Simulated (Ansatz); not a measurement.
A (001) slab of relaxed bulk TaN (Fm-3m, not its usual structure, 10.47 Å³/atom, gap on the mesh 0.00 eV), 3 planes in a 3×1 cell with the lowest 1 held; added atoms sit on lattice sites of the next plane. A dipole correction is on. The surface energy is the mean of the held and the free face; step energies are per length and the mean of the stripe's two steps, which run along the cube edge; step and island energies count from the flat slab and bulk atoms.

Computed with DFT PBEsol, scalar-relativistic, plane waves, PAW in Ansatz 0.2.0.

Cutoff 420 eV, Gaussian smearing of 0.10 eV, energies at zero smearing, symmetry of each start kept, no spin polarisation.

| start | atoms | k mesh | surface energy (J/m²) | step energy (meV/Å) |
| --- | --- | --- | --- | --- |
| flat slab | 36 | 3×8×1 | 1.68 | - |
| stripe of 4 atoms | 40 | 3×8×1 | - | 89 |
| stripe of 6 atoms | 42 | 3×8×1 | - | 96 |

Zero in every row: gap on the mesh (eV).

Spin-orbit coupling is left out, which matters for the bands of heavy elements.

Small energy differences in metals hang on the k mesh (about 10 mJ/m² or 1 to 2 meV/atom on the mesh of the relaxation).

Cost: 3 runs of about 2.4 core-hours in all, on Intel Xeon Platinum 8259CL (Skylake/Cascade Lake) (shared hosts).